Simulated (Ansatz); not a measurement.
Hg (P6_3/mmc)

Level of theory: DFT PBE+D3(BJ), scalar-relativistic, plane waves, PAW in Ansatz.

Settings: cutoff 420 eV, Γ-centred mesh 15×15×4 on the computed 4-atom cell, Gaussian smearing of 0.10 eV; no spin polarisation.

The structure is relaxed at this level of theory with its symmetry kept. This form isn't the element's structure at ambient conditions.

```cif
data_structure
_symmetry_space_group_name_H-M 'P 1'
_symmetry_Int_Tables_number 1
_cell_length_a 3.3375
_cell_length_b 3.3375
_cell_length_c 10.5883
_cell_angle_alpha 90.000
_cell_angle_beta 90.000
_cell_angle_gamma 120.000
_cell_volume 102.14
loop_
_atom_site_label
_atom_site_type_symbol
_atom_site_fract_x
_atom_site_fract_y
_atom_site_fract_z
_atom_site_occupancy
Hg1 Hg 0.00000 0.00000 0.00000 1
Hg2 Hg 0.33333 0.66667 0.25000 1
Hg3 Hg 0.00000 0.00000 0.50000 1
Hg4 Hg 0.66667 0.33333 0.75000 1
```

```json
{"Space group": "P6_3/mmc (No. 194)", "Volume per atom": "25.54 Å³", "Kohn–Sham band gap": "none (metal)", "Density of states at the Fermi level": "1.00 states/eV per cell", "Bulk modulus": "17.7 GPa", "Its pressure derivative": "7.8", "Bader charges (e)": "Hg (2 in the cell) 0.00, Hg (2 in the cell) 0.00"}
```

Spin-orbit coupling is left out, which matters for the bands of heavy elements.